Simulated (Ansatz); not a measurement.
Runs of Ansatz 0.2.0 on Si. It takes space group Fd-3m (No. 227, cubic). The conventional cell has a = 5.444 Å, b = 5.444 Å, c = 5.444 Å, α = 90.00°, β = 90.00°, γ = 90.00°. Si (site symmetry -43m) is surrounded by 4 Si at 2.36 Å. 

| task | level | cell | cutoff (eV) | smearing | gap on the mesh (eV) | pressure (GPa) | relaxed volume (Å³/atom) |
| --- | --- | --- | --- | --- | --- | --- | --- |
| single point | PBE | as given | 218 | gaussian 0.015 eV | 0.63 | 1.3 | - |
| single point | PBE | as given | 218 | gaussian 0.023 eV | 0.63 | 1.3 | - |
| relaxation of cell and atoms | RPBE+D4 | relaxed | - | fermi-dirac 0.05 eV | 0.63 | 0.0 | (a) |
| single point | PBE | as given | 218 | gaussian 0.02 eV | 0.63 | 1.3 | - |
| single point | PBE | as given | 218 | gaussian 0.022 eV | 0.63 | 1.3 | - |
| single point | PBE | as given | 218 | gaussian 0.011 eV | 0.63 | 1.3 | - |
| relaxation of cell and atoms | BLYP | relaxed | - | fermi-dirac 0.05 eV | 0.91 | 0.0 | 21.16 |
| single point | PBE | as given | 218 | gaussian 0.05 eV | 0.63 | 1.3 | - |

Alike in all rows: potentials or basis all-electron LAPW, scalar-relativistic; no spin polarisation; k mesh 8 × 8 × 8; basis error allowed 0.001 eV/atom.

**Question.** Fill in the values left out.

**Answer.** (a) 19.53.

A k mesh can miss the band edges.
